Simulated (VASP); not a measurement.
Results of a VASP single-point calculation on BeS (zincblende)

POSCAR

```
Be S
 1.0000000000000000
     0.0000000000000000    2.4343062285926913    2.4343062285926913
     2.4343062285926913    0.0000000000000000    2.4343062285926913
     2.4343062285926913    2.4343062285926913    0.0000000000000000
 Be  S
   1   1
Cartesian
  0.0000000000000000  0.0000000000000000 -0.0000000000000000
  1.2171531142963457  1.2171531142963457  1.2171531142963457
```

| Quantity | Value |
| --- | --- |
| gap between bands v and c | 2.93 eV |
| least direct gap | 5.46 eV |

Band v is the last that the valence electrons fill when counted band by band, and c is the next. Levels in eV from the top of v:

| point | v−1 | v | c | c+1 |
| --- | --- | --- | --- | --- |
| Γ | 0.00 | 0.00 | 5.55 | 5.55 |
| X | -2.63 | -2.63 | 2.93 | 4.81 |
| W | -3.87 | -3.36 | 6.30 | 7.92 |
| K | -4.10 | -2.19 | 4.20 | 7.37 |
| L | -1.03 | -1.03 | 5.32 | 6.44 |

**Question.** Which of these levels of theory gave these results?
A. PBEsol
B. r²SCAN
C. HSE06
D. PBE
E. LDA
F. PBE with spin–orbit coupling
G. PBE0

**Answer.** E.

The INCAR was:

```
ENCUT = 520
ISIF = 2
PREC = Accurate
LASPH = .TRUE.
LCHARG = .FALSE.
LWAVE = .FALSE.
ISMEAR = 0
SIGMA = 0.01
EDIFF = 1E-7
NELM = 120
IBRION = -1
LREAL = .FALSE.
NSW = 0
NBANDS = 11
GGA = CA
```
